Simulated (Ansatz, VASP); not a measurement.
## BeS: VASP beside Ansatz

```
CELL_PARAMETERS angstrom
0.00000 2.36539 2.36539
2.36539 0.00000 2.36539
2.36539 2.36539 0.00000
ATOMIC_POSITIONS crystal
Be 0.00000 0.00000 0.00000
S 0.75000 0.75000 0.75000
```

Alike in both runs: task single point; functional r2SCAN; k mesh 8 × 8 × 8; occupations gaussian, width 0.02 eV; no spin polarisation.

|  | VASP | Ansatz |
| --- | --- | --- |
| version | VASP 6.6.1 | Ansatz 0.2.0 |
| potentials or method | VASP PAW PBE potentials, release 64 (Be, S) | scalar-relativistic, plane waves, PAW |
| plane-wave cutoff (eV) | 520 | 500 |
| valence electrons in the cell | 8 | 8 |

Ansatz gave:

- gap on the k mesh at the Fermi level (eV): 3.38
- least direct gap on the mesh (eV): 6.17
- pressure (GPa): 9.9

Problem. Estimate VASP's values.

Solution. gap on the k mesh at the Fermi level (eV): 3.39; least direct gap on the mesh (eV): 6.20; pressure (GPa): 10.2.

Caveats: the PAW data sets were made with another functional, which shifts forces and pressure a little (VASP). A k mesh can miss the band edges.
